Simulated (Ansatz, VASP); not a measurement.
# Si72O143 (V_O) in two plane-wave programs

Aim: how closely do two programs agree when they are given the same cell, functional and k mesh? The structure shown is the start of the Ansatz relaxation below; VASP solves that cell, so the two are compared at the walk's first step.

Program: Ansatz 0.2.0. Level of theory: plane waves, with VASP 6.6.1 beside it; single point at PBEsol. Results are calculated unless marked as measured.

**1. The structure**

The cell holds 215 atoms: 72 Si and 143 O. Its edges and angles: a = 14.710 Å, b = 14.710 Å, c = 14.845 Å, α = 70.3°, β = 70.3°, γ = 71.3°. It derives from SiO2 (SiO2 (P3_121)). Nearest the centre at fractional (0.483, 0.410, 0.482): Si45 at 1.62 Å, Si61 at 1.62 Å, O93 at 2.59 Å, O198 at 2.62 Å, O166 at 2.65 Å, O131 at 2.67 Å, O160 at 2.69 Å, O158 at 2.71 Å. The cell carries charge +1.

**2. Ansatz: relaxation, PBEsol**

Ansatz runs on its PAW soft_1 files.

The two programs are compared at the cell with which this relaxation starts, whose forces are those of its first step.

Contents of input.yaml:

```yaml
crystal:
  lattice:
    - [-2.47420687, 4.285452, 5.44132167]
    - [4.94841373, 0.0, 5.44132167]
    - [2.47420687, 4.285452, 0.0]
  atoms:
    - { symbol: Si, position: [0.0, 0.0, 0.529715] }
    - { symbol: Si, position: [0.5, 0.5, 0.029715] }
    - { symbol: Si, position: [0.068476, 0.598191, 0.401809] }
    - { symbol: Si, position: [0.568476, 0.098191, 0.901809] }
    - { symbol: Si, position: [0.431524, 0.901809, 0.568476] }
    - { symbol: Si, position: [0.931524, 0.401809, 0.068476] }
    - { symbol: O, position: [0.465397, 0.319992, 0.94709] }
    - { symbol: O, position: [0.965397, 0.819992, 0.44709] }
    - { symbol: O, position: [0.192902, 0.92582, 0.661693] }
    - { symbol: O, position: [0.692902, 0.42582, 0.161693] }
    - { symbol: O, position: [0.019784, 0.432271, 0.713134] }
    - { symbol: O, position: [0.519784, 0.932271, 0.213134] }
    - { symbol: O, position: [0.034603, 0.180008, 0.232479] }
    - { symbol: O, position: [0.534603, 0.680008, 0.732479] }
    - { symbol: O, position: [0.480216, 0.067729, 0.665189] }
    - { symbol: O, position: [0.980216, 0.567729, 0.165189] }
    - { symbol: O, position: [0.307098, 0.57418, 0.280415] }
    - { symbol: O, position: [0.807098, 0.07418, 0.780415] }
  supercell: [2, 2, 3]
  defects: [{ vacancy: 25 }]
total_charge: 1
basis:
  ecutwfc: 420
  xc_grid: 2
hamiltonian:
  xc: pbesol
  pseudopotentials: { kind: paw, azcp: { folder: soft_1 }, xc_functional: pbe }
kpoints:
  mp_grid: { grid: [1, 1, 1], shift: [0.25, 0.25, 0.25] }
magnetization:
  spin_polarized: true
  initial_magnetization: 1
  spin_locking: { lock_magnetization: hard }
scf:
  occupations: { method: fixed }
  max_iter: 100
output:
  forces: true
  charged_corrections:
    epsilon: [2.49, 2.49, 2.52]
    static_epsilon: [4.63, 4.63, 4.85]
    defect_position: [0.482699, 0.409996, 0.482363]
relax:
  f_tol: 0.02
  max_steps: 60
  random_displacement: { amplitude: 0.04, seed: 4651 }
checkpoint:
  write: "../qp1_M1.relax.run"
  compress: false
  write_wavefunctions: true
  write_every: 100000
```

Command:

```sh
$ ansatz run input.yaml --threads 32 --pin off --max-ram 84787MiB --backend cuda --events-out ev --progress --plain --runs-dir out --max-vram 78GiB
```

Numbers of over 12 decimals in the logs are rounded to 6 here.

Log:

```text
Engine: ansatz 0.2.0, aarch64-unknown-linux-gnu
Pseudopotentials: kind: paw
Pseudopotential: Si, paw, valence charge 4, recommended cutoff 420 eV (normal), soft_1/Si.paw.azcp
Pseudopotential: O, paw, valence charge 6, recommended cutoff 420 eV (normal), soft_1/O.paw.azcp
Functional definition: PBEsol
  exchange = pbesol_x
  correlation = pbesol_c
[...]
Crystal: 215 atoms, lattice volume = 2769.353 Å³
Basis set: ecut = 420 eV, 54157 PW (Γ), exchange–correlation on 200×200×200 points (8 copies of the dense FFT grid, shifted against one another)
Bands: 788, of which v1, the nominal top of the filled ones, is band 573 counted from 1 (572 counted from 0)
Symmetry: 1 space group operations
k-points: 1
Non-local potential: Si, projectors of the file, l = 0: 2, l = 1: 2, l = 2: 1
Non-local potential: O, projectors of the file, l = 0: 2, l = 1: 2, l = 2: 1
PAW form: soft (Blöchl's): semilocal exchange-correlation on the pseudo side does not see the compensation charge
PAW frozen core: Si, regenerated for the run's functional, and the local potential with it (the file was generated under x = pbe(κ = 0.804, μ = 0.219515), c = pbe(β = 0.066725))
PAW frozen core: O, regenerated for the run's functional, and the local potential with it (the file was generated under x = pbe(κ = 0.804, μ = 0.219515), c = pbe(β = 0.066725))
PAW one-centre angular grid: Si, 110 points (default); XC on 64 Gauss nodes
PAW one-centre angular grid: O, 110 points (default); XC on 64 Gauss nodes
Initial density: superposition of atomic densities (chi_scale 0.1, normalization cell, long waves kept (reshape's long-wave potential 0.17 eV rms))
Starting moments: Σ|m| = 1 μB on 215 of 215 sites
Initial wavefunctions: pseudopotential atomic-orbital guess
[...]
Functional: x = pbesol(κ = 0.804, μ = 0.123457), c = pbesol(β = 0.046)
SCF iter   1: F=—  HF=-125297.808638 eV  |Δ(HF+E_count)|=         —  Δρ=6.21e-2 (↑6.17e-2 ↓6.21e-2)  dr2=3.86e2  dr2_m=1.28e-1  M=1.000 μB ∫|m|=1.052 μB  Hψ=5036
preconditioner: auto → Resta (q_TF=auto, 2.355 Å⁻¹)  ε∞=2.8  [insulator: Δε(μ)=2.492 eV  Ē_g=17.839 eV  n_scr=608 (ndim 8)  ℏωp=23.9 eV  f_vac=0.005  ε∞_Penn≈2.8]
spin=Collinear: Resta preconditioning applied to the charge; magnetization (m = ρ↑ − ρ↓) channel mixes plain (no charge-response kernel on spin).
SCF iter   2: F=—  HF=-125208.985729 eV  |Δ(HF+E_count)|=    8.88e1  Δρ=2.85e-2 (↑2.83e-2 ↓2.85e-2)  dr2=8.38e1  dr2_m=6.28e-2  M=1.000 μB ∫|m|=1.042 μB  Hψ=2752
[...]
SCF iter  18: F=-125189.977722 eV  HF=-125189.977722 eV  |Δ(HF+E_count)|=   4.97e-7  Δρ=2.09e-6 (↑4.04e-7 ↓2.09e-6)  dr2=4.88e-7  dr2_m=2.56e-8  M=1.000 μB ∫|m|=1.052 μB  Hψ=2590
SCF 1 converged in 18 iterations: F = -125189.977722 eV  dr2 = 4.88e-7
  greatest PAW one-centre occupation: 0.864 electrons in one spin orbital (limit 2), on the O atom at site 191 (counted from 0), in its partial waves of l = 0
relax step   1: F+E_penalty+E_count = -125189.97772151 eV  Δ(F+E_penalty+E_count) = +0.000e0 eV  max|allowed force component| = 3.054e0 eV/Å  Δτ_max = 0.0000 Å  (18 SCF iters, dr2 threshold 1.00e-5 eV, accepted)
[... from here on, the SCF cycles and remarks between the steps are left out ...]
relax step   2: F+E_penalty+E_count = -125193.53382278 eV  Δ(F+E_penalty+E_count) = -3.556e0 eV  max|allowed force component| = 2.104e0 eV/Å  Δτ_max = 0.0511 Å  (7 SCF iters, dr2 threshold 1.00e-4 eV, accepted)
relax step   3: F+E_penalty+E_count = -125196.27130084 eV  Δ(F+E_penalty+E_count) = -2.737e0 eV  max|allowed force component| = 3.201e-1 eV/Å  Δτ_max = 0.2000 Å  (7 SCF iters, dr2 threshold 1.00e-4 eV, accepted)
relax step   4: F+E_penalty+E_count = -125196.36085771 eV  Δ(F+E_penalty+E_count) = -8.956e-2 eV  max|allowed force component| = 2.306e-1 eV/Å  Δτ_max = 0.2000 Å  (8 SCF iters, dr2 threshold 6.41e-6 eV, accepted)
relax step   5: F+E_penalty+E_count = -125196.37450675 eV  Δ(F+E_penalty+E_count) = -1.365e-2 eV  max|allowed force component| = 2.941e-1 eV/Å  Δτ_max = 0.0830 Å  (7 SCF iters, dr2 threshold 3.32e-6 eV, accepted)
relax step   6: F+E_penalty+E_count = -125196.38907340 eV  Δ(F+E_penalty+E_count) = -1.457e-2 eV  max|allowed force component| = 8.190e-2 eV/Å  Δτ_max = 0.0449 Å  (5 SCF iters, dr2 threshold 4.49e-5 eV, accepted)
relax step   7: F+E_penalty+E_count = -125196.39061603 eV  Δ(F+E_penalty+E_count) = -1.543e-3 eV  max|allowed force component| = 2.195e-2 eV/Å  Δτ_max = 0.0088 Å  (6 SCF iters, dr2 threshold 5.20e-7 eV, accepted)
relax step   8: F+E_penalty+E_count = -125196.39244307 eV  Δ(F+E_penalty+E_count) = -1.827e-3 eV  max|allowed force component| = 6.455e-2 eV/Å  Δτ_max = 0.0524 Å  (8 SCF iters, accepted)
relax step   9: F+E_penalty+E_count = -125196.39296034 eV  Δ(F+E_penalty+E_count) = -5.173e-4 eV  max|allowed force component| = 1.683e-2 eV/Å  Δτ_max = 0.0131 Å  (7 SCF iters, accepted)
[...]
NSCF: frozen V_eff on 1 k-points
the band table was solved once a step of the walk had ended and its energy, with any forces and stress, was formed, with the checks that follow a solve (10185 applications of the Hamiltonian). They found nothing against the state; the energy, forces and stress were not computed again (output.eigenvalues in the input reference)
SCF converged after 7 iterations
Stability checked in part: among states of this total moment the steps that led to this state did not find it unstable. No probe was made; neither looks for a lower state of another moment (fixed_total_moment; see scf.lower_state_search)
Magnetization: 1.0000 μB (573.0000 up, 572.0000 down)
Absolute magnetization: 1.0411 μB (∫|ρ↑−ρ↓|, with the PAW one-centre terms)
Spin contamination: 0.0017 ħ² per cell (⟨S²⟩ above its minimum at these occupations)
Per-site moments (μB) at R_I (Å): [(3.146174208185852e-6, 0.668565), (3.387066905392928e-7, 0.667828), (1.952930178902476e-6, 0.667825), (3.291982588843914e-7, 0.668143), (1.490195337758318e-7, 0.667930), (-5.568010629542283e-7, 0.667637), (3.504318871600898e-5, 0.668674), (2.502776307557426e-5, 0.667936), (1.3457269830012052e-6, 0.667778874
Free energy (F): -125196.392960 eV
Harris-Foulkes:  -125196.392960 eV  (|F-HF|=9.31e-9)
Internal energy: -125196.392960 eV  (E = F + TS)
E sigma→0 (E₀):  -125196.392960 eV
Fermi energy:    2.580903 (↑ 2.580903, ↓ 2.262780) eV
--- Per-component energies (eV) ---
  E_band       = -5200.679225
  E_kinetic    = 27685.067564
  E_local      = -70375.652500  (includes V_loc(G=0)·N_el)
  E_nonlocal   = 9124.934309
  E_hartree    = 25684.475226
  E_xc         = -14194.797847
  E_vxc        = -16491.332759  (∫ρ·V_xc dr)
  E_paw        = -58446.415183  (= ΣΔE_a)
  E_vpaw       = -6512.763225  (= ΣTr[D̂ρ^β])
  E_aug_tail   = 0.119389  (compensation charges beyond the density's cutoff)
  E_ewald      = -44681.442461
  E_core_change = 7.318542  (= ΣΔE_core)
  E_smearing   = -0.000000  (= −TS)
  E_closure    = -0.000000  (closes the sum)
  E_deformation_potential = 11.630926  (in the stress; not in F)
  Σ components = -125196.392960   (vs F -125196.392960, Δ=0.00e0)
--- Forces (eV/Å), atoms counted from 1 ---
  atom   1  Si    -0.00546678    -0.00135695     0.00020336
  atom   2  Si     0.00078456    -0.00480084     0.00115883
  atom   3  Si     0.00580534    -0.00106434     0.00410790
  atom   4  Si    -0.00177013     0.00164429    -0.00004956
  atom   5  Si     0.00231559     0.00523168     0.00036799
  atom   6  Si    -0.00091307    -0.00179454     0.00074407
  [... 209 more lines of this table ...]
  max |Σ_I F_I| component: 2.54e-5 eV/Å
--- Charged-cell corrections in eV (Makov–Payne, q = +1.000 e, ε = [4.630, 4.630, 4.850]) ---
  F (periodic)     = -125196.392960  (uncorrected; the corrections below are reported, never added to it)
  E_corr1          = +0.313121  (monopole, q²α_M/2ε̄L, of the cell on which ε is isotropic)
  F Makov-Payne    = -125196.079839  (F + E_corr1; no measured alignment; for a localised charge, not one spread in a band: unchecked)
  no potential alignment in this run, which stands beside a crystal: run the host's input off ansatz write-host-input, and read the two finished runs by ansatz place-levels (neither reads a slab, a wire or a sheet, whose cell leaves a vacuum)
--- Band table (eV) ---
  k-point 0 ↑: bands = ["-17.1746", "-17.0789", "-16.8880", "-16.8446", "-16.7994", "-16.7709", "-16.7546", "-16.6995", "-16.6794", "-16.6659", "-16.6420", "-16.6205", "-16.5844", "-16.5556", "-16.538
  k-point 0 ↓: bands = ["-17.1264", "-17.0288", "-16.8746", "-16.8325", "-16.7880", "-16.7638", "-16.7453", "-16.6957", "-16.6768", "-16.6636", "-16.6401", "-16.6133", "-16.5767", "-16.5493", "-16.533
--- Relaxed structure (9 steps of the walk, 9 accepted, 0 SCFs on fresh bases) ---
  F+E_penalty+E_count = -125196.39296034 eV   max|allowed force component| = 1.683e-2 eV/Å
  atoms:
    - { symbol: Si, position: [8.149174406410525e-5, 0.000860888, 0.176650] }
    - { symbol: Si, position: [0.250758, 0.250273, 0.010446] }
    - { symbol: Si, position: [0.035523, 0.299361, 0.133387] }
    - { symbol: Si, position: [0.283916, 0.049565, 0.302152] }
    - { symbol: Si, position: [0.216380, 0.451178, 0.188178] }
    - { symbol: Si, position: [0.466537, 0.200216, 0.025910] }
  [... 209 more lines of this table ...]
```

(Part 1 of 2 ends here.)

[Lines on the potential files, build, host, timing and source positions are cut from VASP's logs without a mark.]

[Logs are printed without paths, hosts, clocks, repeated set-up lines and the standing remarks that a program may print on its own settings, such as how far it seeks lower states.]

[Hosts, paths, dates, database ids (printed as entryN), source tags and the programs' standing remarks are cut or masked in the printed files.]
